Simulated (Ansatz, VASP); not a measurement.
## One calculation of BAs, two programs

```
B As
1.0
     0.00000    2.40441    2.40441
     2.40441    0.00000    2.40441
     2.40441    2.40441    0.00000
B As
1 1
Cartesian
  0.0000 0.0000 0.0000
  3.6066 3.6066 3.6066
```

Alike in both runs: task single point; functional PBE; k mesh 12 × 12 × 12; occupations gaussian, width 0.05 eV; no spin polarisation.

```csv
,VASP,Ansatz
version,VASP 6.6.1,Ansatz 0.2.0
potentials or method,"VASP PAW PBE potentials, release 64 (B, As)","scalar-relativistic, plane waves, PAW"
plane-wave cutoff (eV),520,420
valence electrons in the cell,8,18
```

|  | VASP | Ansatz | Ansatz less VASP |
| --- | --- | --- | --- |
| gap on the k mesh at the Fermi level (eV) | 1.20 | 1.21 | +0.008 |
| least direct gap on the mesh (eV) | 3.25 | 3.26 | +0.005 |
| pressure (GPa) | 0.6 | 0.0 | -0.59 |

The two sets of potentials don't hold the same shells in valence.

A k mesh can miss the band edges. As with any semilocal functional, this PBE gap is likely too small.
